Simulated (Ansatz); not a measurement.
## How far is PAW off for Os?

```
CELL_PARAMETERS angstrom
2.78772 0.00000 0.00000
-1.39386 2.41424 0.00000
0.00000 0.00000 4.40442
ATOMIC_POSITIONS crystal
Os 0.33333 0.66667 0.25000
Os 0.66667 0.33333 0.75000
```

Atom numbers follow the list: Os1, Os2.

The cell comes from COD entry 9017843, which wasn't checked; take it as a given geometry. The listed cell was then made from it by scaling, straining or moving an atom.

No spin–orbit coupling, which matters for the heavy atoms here.

Levels of theory: DFT, PBE, PAW with Ansatz's default frozen-core files, scalar-relativistic (Ansatz 0.2.0); DFT, PBE, all-electron PAW with datasets made for the crystal, scalar-relativistic (Ansatz 0.2.0); DFT, PBE, all-electron LAPW, scalar-relativistic (Ansatz 0.2.0).

For PAW: a Γ-centred 17×17×10 k mesh, Fermi–Dirac smearing of 0.08 eV, cutoff 420 eV, no spin polarisation. The crystal-made all-electron datasets (AE datasets) take a cutoff of 300 eV at this cell. LAPW targets a basis error of 1 meV/atom. The Ansatz runs share mesh, smearing and spin set-up. Plane-wave (PAW) pressures include the program's estimate of the Pulay term.

Stress and pressure are positive in compression.

The change that made this cell: volume scaled by 1.06.

Spin–orbit coupling is left out, which moves gradients at and beside heavy atoms by some per cent and at worst by a factor of two.

In a metal, gradients converge slowly with the k mesh: the values move by tens of per cent from one mesh to another, at times in sign, so only the comparison on one mesh counts.

```csv
quantity,PAW,AE datasets,LAPW
pressure (GPa),-13.56,-13.53,-13.53
stress xx (GPa),-13.01,-12.98,-12.98
stress zz (GPa),-14.65,-14.63,-14.62
field gradient Vzz at Os1 (10²¹ V/m²),-5.53,-5.57,–
```
